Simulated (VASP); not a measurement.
PbSe (Clausthalite), 2 atoms in the cell. Symmetry: Fm-3m, No. 225, cubic system. Conventional cell: a = 6.121 Å, b = 6.121 Å, c = 6.121 Å, α = 90.00°, β = 90.00°, γ = 90.00°. Pb (site symmetry m-3m) has 6 Se at 3.06 Å as nearest neighbours. Around Se (site symmetry m-3m) lie 6 Pb at 3.06 Å. 

| Quantity | Value |
| --- | --- |
| Program | VASP 6.6.1 |
| Task | relaxation of cell and atoms |
| Functional | TPSS |
| Potentials or basis | VASP PAW PBE potentials, release 64 (Pb_d, Se) |
| Cutoff | 600 eV |
| k mesh | 8 × 8 × 8 |
| Occupations | fermi-dirac, width 0.05 eV |
| Spin | no spin polarisation |
| Further INCAR settings | ALGO = Normal; EDIFF = 1e-07; IBRION = 2; EDIFFG = -0.005; NSW = 40; ISIF = 3 |

Potentials or basis: VASP PAW PBE potentials, release 64 (Pb_d, Se).

Launch:

```sh
$ cat potpaw_PBE.64/Pb_d/POTCAR potpaw_PBE.64/Se/POTCAR > POTCAR
$ mpirun -np 1 vasp_std > vasp.out
```

Hardware: 1 thread of Intel(R) Xeon(R) Platinum 8488C (Sapphire Rapids), on a shared host.

Estimate the wall time of this run.

Run time: 5.2 min on 1 thread of Intel(R) Xeon(R) Platinum 8488C (Sapphire Rapids) (shared host), peak memory 0.24 GiB. Counts: scf iterations 50, k points 29, ion steps 3.
